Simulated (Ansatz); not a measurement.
# AgCl: distorted cells

These are results of DFT PBE, scalar-relativistic, plane waves, PAW in Ansatz, not measurements.

Cutoff 420 eV; k points 8×8×8 on the computed 2-atom cell (Γ-centred); Gaussian smearing, width 0.02 eV; no spin polarisation.

Reference cell:

```yaml
crystal:
  lattice:
    - [0.00000, 2.77315, 2.77315]
    - [2.77315, 0.00000, 2.77315]
    - [2.77315, 2.77315, 0.00000]
  atoms:
    - { symbol: Ag, position: [0.50000, 0.50000, 0.50000] }
    - { symbol: Cl, position: [0.00000, 0.00000, 0.00000] }
```

Each variant moves atoms of this cell by the vectors given, if any (Å), and then applies a symmetric strain (tensor components, Cartesian axes). The reference cell isn't relaxed at this level. Energies are per atom at zero smearing, counted from the lowest variant. Pressure is positive in compression.

1. strain (xx yy zz yz xz xy, %) 0.04 1.03 1.03 -6.00 0.80 0.80; moves: Ag1 (0.030, -0.002, -0.002); Cl2 (-0.030, 0.002, 0.002)
2. strain (xx yy zz yz xz xy, %) -1.36 -1.36 -1.36 0.00 0.00 0.00
3. strain (xx yy zz yz xz xy, %) 3.51 3.51 3.51 0.00 0.00 0.00
4. strain (xx yy zz yz xz xy, %) 0.32 -0.05 -0.36 -0.46 -0.50 -0.22; moves: Ag1 (0.019, -0.018, -0.015); Cl2 (-0.019, 0.018, 0.015)
5. strain (xx yy zz yz xz xy, %) 3.85 3.03 3.72 -0.19 0.36 -0.05; moves: Ag1 (0.035, 0.132, -0.063); Cl2 (-0.035, -0.132, 0.063)
6. strain (xx yy zz yz xz xy, %) -3.41 -3.41 -3.41 0.00 0.00 0.00
7. strain (xx yy zz yz xz xy, %) 3.21 3.21 3.21 0.00 0.00 0.00
8. strain (xx yy zz yz xz xy, %) -2.22 -2.22 -2.22 0.00 0.00 0.00
9. strain (xx yy zz yz xz xy, %) -1.08 -1.08 -1.08 0.00 0.00 0.00

```
result  ΔE (meV/atom) P (GPa) largest force (eV/Å) gap on mesh (eV)
     A            7.5    -2.39                  0.00              0.96
     B            2.9     0.61                  0.07              0.84
     C           29.0     5.63                  0.00              0.91
     D           13.2     3.90                  0.00              0.91
     E            4.6    -2.14                  0.00              0.95
     F           19.8    -1.27                  0.22              0.92
     G            0.0     1.72                  0.07              0.89
     H           60.2     8.42                  0.00              0.91
     I            9.2     3.39                  0.00              0.91
```

Problem. Which variant gave which result?

Solution. A is 3, B is 1, C is 8, D is 2, E is 7, F is 5, G is 4, H is 6, I is 9.